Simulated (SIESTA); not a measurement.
# Pd: single point with PBE

The system is Pd.

```
Pd
1.0
     0.00000    1.94650    1.94650
     1.94650    0.00000    1.94650
     1.94650    1.94650    0.00000
Pd
1
Direct
  0.00000 0.00000 0.00000
```

- Program: SIESTA 5.4.2
- Task: single point
- Functional: PBE
- Potentials or basis: PseudoDojo 0.4 standard (PBE files)
- Basis: DZP (energy shift 0.002 Ry)
- Grid cutoff: 800 Ry
- Energy shift: 0.002 Ry
- k mesh: 12 × 12 × 12
- Occupations: fermi-dirac, width 0.05 eV
- Spin: no spin polarisation

```
Pressure               : 5.8 GPa
Band gap on the k mesh : none (metal or under the smearing width)
```

Levels at points of the mesh, in eV from the Fermi level:
| k point | band 6 | band 7 | band 8 | band 9 | band 10 | band 11 | band 12 | band 13 |
| --- | --- | --- | --- | --- | --- | --- | --- | --- |
| (0.00, 0.00, 0.00) | -2.78 | -2.78 | -2.78 | -1.19 | -1.19 | 28.43 | 28.43 | 28.43 |
| (0.50, 0.00, 0.00) | -2.82 | -2.82 | -0.01 | -0.01 | 1.31 | 7.90 | 24.91 | 24.91 |
| (0.00, 0.50, 0.00) | -2.82 | -2.82 | -0.01 | -0.01 | 1.31 | 7.90 | 24.91 | 24.91 |
| (0.50, 0.50, 0.00) | -5.02 | -0.04 | 0.29 | 0.29 | 3.68 | 11.31 | 16.47 | 16.47 |
| (0.00, 0.00, 0.50) | -2.82 | -2.82 | -0.01 | -0.01 | 1.31 | 7.90 | 24.91 | 24.91 |
| (0.50, 0.00, 0.50) | -5.02 | -0.04 | 0.29 | 0.29 | 3.68 | 11.31 | 16.47 | 16.47 |
| (0.00, 0.50, 0.50) | -5.02 | -0.04 | 0.29 | 0.29 | 3.68 | 11.31 | 16.47 | 16.47 |
| (0.50, 0.50, 0.50) | -2.82 | -2.82 | -0.01 | -0.01 | 1.31 | 7.90 | 24.91 | 24.91 |

Wall time 54 s on 1 thread of Intel(R) Xeon(R) Platinum 8375C CPU @ 2.90GHz (Ice Lake), on a shared host, peak memory 0.25 GiB.

Caveat: semicore shells carry a single zeta, which can move pressures by several GPa and volumes by a few percent; the basis of atomic orbitals isn't converged, which shifts pressures, moduli and gaps.
